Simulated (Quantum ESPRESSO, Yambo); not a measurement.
# CuI (Marshite): G0W0 with Yambo, start to end, part 2 of 3

Wanted: ground state, empty states, screening and self-energy for CuI (Marshite).

Quantum ESPRESSO 7.5 and Yambo 5.3.0; PBE and many-body steps on it, plane waves. Known limits of the many-body steps: not at the basis limit; d shell near the gap, gap tends to lie low; coarse k mesh.

So far. Step 2 (Ground state): The gap is direct, at Γ. Step 3 (Bands along the symmetry lines): The gap is 0.942 eV, as in the run before at this level.

The database entry behind the starting cell differs from later determinations by our own check (about 0.15 % long (mineral sample)), so it need not match the best structure at ambient conditions.

In doubt: a PseudoDojo file used here is known to give poor structures and forces, which bears on pressures, cells, forces and phonons.

## 4. Empty states on the mesh, 4×4×4 mesh, 326 bands

Level of this step: DFT, PBE with spin-orbit coupling, plane waves, norm-conserving pseudopotentials (Quantum ESPRESSO).

The sums over transitions need many empty states on a uniform mesh; this step solves for them.

Input file pw.in:

```
&control
  calculation = 'nscf'
  prefix = 'x'
  outdir = 'o'
  pseudo_dir = 'pseudo'
/
&system
  ibrav = 0
  nat = 2
  ntyp = 2
  ecutwfc = 84.0
  nbnd = 326
  force_symmorphic = .true.
  noncolin = .true.
  lspinorb = .true.
/
&electrons
  conv_thr = 1e-9
  electron_maxstep = 80
  diago_full_acc = .true.
  diago_thr_init = 5e-6
/
ATOMIC_SPECIES
  Cu 63.546 Cu.upf
  I 126.9 I.upf
CELL_PARAMETERS angstrom
  0.0000000000 3.0315000000 3.0315000000
  3.0315000000 -0.0000000000 3.0315000000
  3.0315000000 3.0315000000 0.0000000000
ATOMIC_POSITIONS crystal
  Cu 0.2500000000 0.2500000000 0.2500000000
  I 0.0000000000 0.0000000000 0.0000000000
K_POINTS automatic
  4 4 4 0 0 0
```

Run with:

```console
OMP_NUM_THREADS=1 mpirun -n 4 pw.x -nk 4 -in pw.in > pw.out
```

The program printed:

```text
[banner, memory and clock lines left out]
Program PWSCF v.7.5 starts

     Atomic positions and unit cell read from directory:
     o/x.save/

     Message from routine setup:
     using ibrav=0 with symmetry is DISCOURAGED, use correct ibrav instead

     G-vector sticks info

     bravais-lattice index     =            0
     lattice parameter (alat)  =       8.1016  a.u.
     unit-cell volume          =     376.0099 (a.u.)^3
     number of atoms/cell      =            2
     number of atomic types    =            2
     number of electrons       =        36.00
     number of Kohn-Sham states=          326
     kinetic-energy cutoff     =      84.0000  Ry
     charge density cutoff     =     336.0000  Ry
     Exchange-correlation= PBE
                           (   1   4   3   4   0   0   0)
     Non magnetic calculation with spin-orbit

     celldm(1)=   8.101612  celldm(2)=   0.000000  celldm(3)=   0.000000
     celldm(4)=   0.000000  celldm(5)=   0.000000  celldm(6)=   0.000000

     crystal axes: (cart. coord. in units of alat)
               a(1) = (   0.000000   0.707107   0.707107 )
               a(2) = (   0.707107  -0.000000   0.707107 )
               a(3) = (   0.707107   0.707107   0.000000 )

     reciprocal axes: (cart. coord. in units 2 pi/alat)
               b(1) = ( -0.707107  0.707107  0.707107 )
               b(2) = (  0.707107 -0.707107  0.707107 )
               b(3) = (  0.707107  0.707107 -0.707107 )
     Pseudo is Norm-conserving + core correction, Zval = 19.0
     Generated using ONCVPSP code by D. R. Hamann
     Using radial grid of 1492 points, 10 beta functions with:
     Pseudo is Norm-conserving + core correction, Zval = 17.0
     Generated using ONCVPSP code by D. R. Hamann
     Using radial grid of 1210 points, 10 beta functions with:
     Cu               19.00    63.54600     Cu( 1.00)
     I                17.00   126.90000     I ( 1.00)

     24 Sym. Ops. (no inversion) found

   Cartesian axes

     site n.     atom                  positions (alat units)
         1        Cu     tau(   1) = (   0.3535534   0.3535534   0.3535534  )
         2        I      tau(   2) = (   0.0000000   0.0000000   0.0000000  )

     number of k points=     8
                       cart. coord. in units 2pi/alat
        k(    1) = (   0.0000000   0.0000000   0.0000000), wk =   0.0156250
        k(    2) = (   0.1767767   0.1767767  -0.1767767), wk =   0.1250000
        k(    3) = (  -0.3535534  -0.3535534   0.3535534), wk =   0.0625000
[...]
k(    7) = (  -0.7071068   0.0000000   0.0000000), wk =   0.0468750
        k(    8) = (  -0.7071068   0.3535534   0.0000000), wk =   0.0937500

     Dense  grid:    39189 G-vectors     FFT dimensions: (  48,  48,  48)

     The potential is recalculated from file :
     o/x.save/charge-density

     Starting wfcs are   38 randomized atomic wfcs +  288 random wfcs

     Band Structure Calculation

     End of band structure calculation

          k = 0.0000 0.0000 0.0000 (  4909 PWs)   bands (ev):

  -102.9251-102.9251 -62.1027 -62.1027 -59.5187 -59.5187 -59.5187 -59.5187
   -38.2112 -38.2112 -38.2112 -38.2112 -36.5005 -36.5005 -36.4978 -36.4978
   -36.4978 -36.4978  -5.4943  -5.4943   4.4466   4.4466   5.0378   5.0378
     5.0378   5.0378   6.7027   6.7027   6.7027   6.7027   8.2822   8.2822
[...]
[... 29 further rows ...]
[...]
109.9678 109.9680 110.0788 110.0788 110.0788 110.0789

          k = 0.1768 0.1768-0.1768 (  4873 PWs)   bands (ev):

  -102.9251-102.9251 -62.1026 -62.1026 -59.5186 -59.5186 -59.5186 -59.5186
[...]
[... 29 further rows ...]
[...]
107.3568 107.3573 108.7614 108.7614 108.8096 108.8155

          k =-0.3536-0.3536 0.3536 (  4910 PWs)   bands (ev):

  -102.9251-102.9251 -62.1027 -62.1027 -59.5187 -59.5187 -59.5186 -59.5186
[...]
32.8535  32.8535  33.1318  33.1318  33.5899  33.5899  34.5396  34.5396
     [... 29 further rows ...]
   106.7610 106.7610 107.5337 107.5337 107.5608 107.5608 108.3357 108.3357
   108.4017 108.4017 108.7922 108.7923 109.1338 109.1338

          k = 0.3536 0.0000 0.0000 (  4865 PWs)   bands (ev):

     [... further k-points ...]

     highest occupied, lowest unoccupied level (ev):     8.7030    9.6454

     XML data file, pseudopotentials, collected wavefunctions
```

It took 74 s on 4 MPI ranks of Arm Neoverse V2, shared host; peak memory 1.3 GiB.

Numbers from this step:

```yaml
gap: 0.9425 eV
k_of_the_valence_top: 0, 0, 0
k_of_the_conduction_bottom: 0, 0, 0
least_direct_gap: 0.9425 eV
k_points_computed: 8
lowest_point_of_the_top_converged_band_above_the_valence_top: 99.7248 eV
```

On this mesh the gap is 0.942 eV.

## 5. Conversion and set-up

This step: Yambo 5.3.0; conversion and set-up on PBE with spin-orbit coupling, plane waves, norm-conserving pseudopotentials.

The states are converted to the many-body program's format and the q mesh is built.

Run with:

```console
(cd o/x.save; p2y > p2y.log; mv SAVE ../..); yambo > setup.log
```

The program printed:

```text
 Yambo, version 5.3.0

 [02] CORE Variables Setup
 =========================

  [02.01] Unit cells
  ==================

  Cell kind             :  FCC
  Atoms in the cell     :  Cu  I
  number of Cu atoms    :  1
  number of I  atoms    :  1

  List of atomic masses
  Mass of Cu    :  63.54600
  Mass of I     :  126.9000

  List of atomic coordinates    : [cc]
  Cu1       :  2.864352  2.864352  2.864352  order 1
  I1       :  0.000000  0.000000  0.000000  order 2

  Alat factors          :  5.728705  5.728705  5.728705 [a.u.]
  Direct lattice volume :  376.0099 [a.u.]
  Direct lattice vectors:  A[ 1 ]  A[ 2 ]  A[ 3 ]
   A[ 1 ]:  0.000000  1.000000  1.000000  [iru]
   0.000000  5.728705  5.728705  [cc]
   A[ 2 ]:  1.000000 -0.000000  1.000000  [iru]
   5.728705 -0.000000  5.728705  [cc]
   A[ 3 ]:  1.000000  1.000000  0.000000  [iru]
   5.728705  5.728705  0.000000  [cc]

  Recip. lattice volume :  0.659691 [a.u.]
  Recip. lattice vectors:  B[ 1 ]  B[ 2 ]  B[ 3 ]
   B[ 1 ]: -0.500000  0.500000  0.500000  [iku]
  -0.548395  0.548395  0.548395  [cc]
   B[ 2 ]:  0.500000 -0.500000  0.500000  [iku]
   0.548395 -0.548395  0.548395  [cc]
   B[ 3 ]:  0.500000  0.500000 -0.500000  [iku]
   0.548395  0.548395 -0.548395  [cc]

  [02.02] Symmetries
  ==================

  Inversion symmetry    : yes
  Spatial inversion     : no
  Inversion index       :  25
  K-space Time-reversal : yes
  Magnetic symmetries   : no
  Time-reversal derived K-space symmetries:   25   48
  Group table correct   : yes
  Symmetries units      :  [cc]

   [S  1]:   1.0000     -0.38050E-17 -0.38050E-17 -0.38050E-17   1.0000      0.38050E-17  0.38050E-17  0.38050E-17   1.0000
   [S  2]:  -1.0000      0.38050E-17 -0.38050E-17  0.38050E-17  -1.0000      0.38050E-17 -0.38050E-17 -0.38050E-17   1.0000
   [S  3]:  -1.0000     -0.38050E-17  0.38050E-17  0.38050E-17   1.0000     -0.38050E-17 -0.38050E-17  0.38050E-17  -1.0000
[...]
[S  9]: -0.38050E-17   1.0000     -0.38050E-17  0.38050E-17 -0.38050E-17   1.0000       1.0000      0.38050E-17  0.38050E-17
   [S 10]: -0.38050E-17  -1.0000      0.38050E-17  0.38050E-17  0.38050E-17  -1.0000       1.0000     -0.38050E-17 -0.38050E-17
     [... 36 further rows ...]
   [S*47]:   1.0000     -0.38050E-17  0.38050E-17 -0.38050E-17  0.38050E-17  -1.0000      0.38050E-17   1.0000     -0.38050E-17
   [S*48]:   1.0000      0.38050E-17 -0.38050E-17 -0.38050E-17 -0.38050E-17   1.0000      0.38050E-17  -1.0000      0.38050E-17

  [02.03] Reciprocal space
  ========================

  nG shells         :   375
  nG charge         :   39189
  nG WFs            :   5904
  nC WFs            :   4916
  G-vecs. in first 37 shells:  [ Number ]
     1    9   15   27   51   59   65   89  113
    137   169   181   229   259   283   307   331   339
    387   411   459   531   537   561   609   645   701
[...]
1139
  ...
[...]
BZ  K-points                                      :   64

  K/Q-points units:
  rlu = crystal or reduced units; cc = cartesian coordinates; iku = interal k-units

  K [1]          [rlu]:  0.000000  0.000000  0.000000
         WF components:   4909
  K [2]          [rlu]:  0.67262E-17  0.67262E-17  0.25000
         WF components:   4873
  K [3]          [rlu]: -0.13452E-16 -0.13452E-16 -0.50000
         WF components:   4910
  K [4]          [rlu]: -0.36222E-17  0.25000      0.25000
         WF components:   4865
  K [5]          [rlu]:  0.75770E-17  0.25000     -0.50000
         WF components:   4893
  [... 2 further k-points ...]
  K [8]          [rlu]:  0.250000 -0.500000 -0.250000
         WF components:   4916

  [02.05] Energies & Occupations
  ==============================

  [X] === General ===
  [X] Electronic Temperature                        :  0.000000  0.000000 [eV K]
  [X] Bosonic    Temperature                        :  0.000000  0.000000 [eV K]
  [X] Finite Temperature mode                       : no
  [X] El. density                                   :  0.64610E+24 [cm-3]
  [X] Fermi Level                                   :  8.702963 [eV]

  [X] === Gaps and Widths ===
  [X] Conduction Band Min                           :  0.942457 [eV]
  [X] Valence Band Max                              :  0.000000 [eV]
  [X] Filled Bands                                  :   36
  [X] Empty Bands                                   :    37   326
  [X] Direct Gap                                    :  0.942457 [eV]
  [X] Direct Gap localized at k                     :  1
  [X] Indirect Gap                                  :  0.942457 [eV]
  [X] Indirect Gap between kpts                     :  1  1
  [X] Last valence band width                       :  1.545123 [eV]
  [X] 1st conduction band width                     :  3.109836 [eV]

  E @ K [1]:  [eV]
  -111.6281 -111.6281  -70.8057  -70.8057  -68.2216  -68.2216  -68.2216  -68.2216
  -46.91414 -46.91414 -46.91414 -46.91414 -45.20346 -45.20346 -45.20081 -45.20081
  -45.20081 -45.20081 -14.19721 -14.19721  -4.25633  -4.25633  -3.66515  -3.66515
[...]
occ @ K [1]
[...]
E @ K [2]:  [eV]
[...]
occ @ K [2]
[...]
E @ K [3]:  [eV]
[...]
occ @ K [3]
[...]
E @ K [4]:  [eV]
[...]
occ @ K [4]
[...]
E @ K [5]:  [eV]
[...]
occ @ K [5]
[...]
[... 2 further k-points ...]
  E @ K [8]:  [eV]
[...]
occ @ K [8]
[...]
0.000000  0.000000  0.000000  0.000000  0.000000  0.000000  0.000000  0.000000
   0.000000  0.000000  0.000000  0.000000  0.000000  0.000000  0.000000  0.000000

 [03] Transferred momenta grid and indexing
 ==========================================

 IBZ Q-points                                      :   8
 BZ  Q-points                                      :   64

 K/Q-points units:
 rlu = crystal or reduced units; cc = cartesian coordinates; iku = interal k-units

 Q [1]          [rlu]:  0.000000  0.000000  0.000000
 Q [2]          [rlu]:  0.42768E-17  0.42768E-17  0.25000
 Q [3]          [rlu]: -0.85536E-17 -0.85536E-17 -0.50000
[...]
Q [7]          [rlu]:  0.72444E-17 -0.50000     -0.50000
 Q [8]          [rlu]:  0.250000 -0.500000 -0.250000

  [03.01] X indexes
  =================

   [03.01.01] Sigma indexes
   ========================

 [06] Game Over & Game summary
```

Elapsed: 3.1 s, on 1 MPI rank; peak memory 0.25 GiB.

[end of part 2 of 3]

[Paths, hosts, dates, memory and timing lines, banners, echoed tables and standing remarks are left out of the program output.]

[Logs are printed without paths, hosts, clocks, repeated set-up lines and the standing remarks that a program may print on its own settings, such as how far it seeks lower states.]

[Runs of the session that timed out or met a known fault of the program may be left out.]

[Hosts, paths, dates, database ids (printed as entryN), source tags and the programs' standing remarks are cut or masked in the printed files.]
